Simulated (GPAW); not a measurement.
Input of a GPAW 26.7.0 run:

Contents of run.py:

```python
from ase import Atoms
from ase.dft.bandgap import bandgap
from ase.io import write
from ase.units import GPa
from gpaw import GPAW, PW

atoms = Atoms(['Ba', 'S'],
              cell=[[0.0, 3.19375, 3.19375],
                    [3.19375, 0.0, 3.19375],
                    [3.19375, 3.19375, 0.0]],
              scaled_positions=[[0.0, 0.0, 0.0],
                                [0.5, 0.5, 0.5]],
              pbc=True)

calc = GPAW(mode=PW(450),
            xc='LDA',
            kpts={'size': (6, 6, 6), 'gamma': True},
            occupations={'name': 'fermi-dirac', 'width': 0.05},
            nbands=16,
            maxiter=120,
            txt='gpaw.txt')
atoms.calc = calc
energy = atoms.get_potential_energy()
forces = atoms.get_forces()
stress = atoms.get_stress()
calc.write('gs.gpw')
write('result.traj', atoms)
print(f'Energy: {energy:.6f} eV')
print('Forces (eV/A):')
print(forces.round(4))
print('Stress (GPa):', (stress / GPa).round(3))
print('Fermi level:', round(calc.get_fermi_level(), 4), 'eV')
print(f'Gap: {bandgap(calc)[0]:.4f} eV, direct: {bandgap(calc, direct=True)[0]:.4f} eV')
```

Potentials or basis: the program's PAW data sets (release 1.2.1) made for this functional, pw.

Run with:

```sh
$ OMP_NUM_THREADS=1 python run.py
```

Q: Estimate the band gap on the k mesh.

A: 1.93 eV, indirect (least direct gap 2.07 eV).

Q: Predict the pressure.

A: -2.1 GPa.

Caveat: the cutoff is short for stress and forces, so pressures can be off by a GPa or more; spin-orbit coupling is left out, which moves the levels of the heavy elements.

**Experimental background.**

A printed reference work, monograph, original work of 1988 reports, for a bulk crystal of BaS at 2 K: band gap 3.806 eV (indirect).

Against the measured gap of BaS, 3.806 eV (indirect; 2 K; a printed reference work, monograph, original work of 1988), the calculated 1.93 eV is off by -1.87 eV. Spin-orbit coupling on Ba is left out. The value is that of LDA on a finite k mesh, which can miss the band edges, without temperature or zero-point motion. Semilocal functionals fall short of measured gaps as a rule.
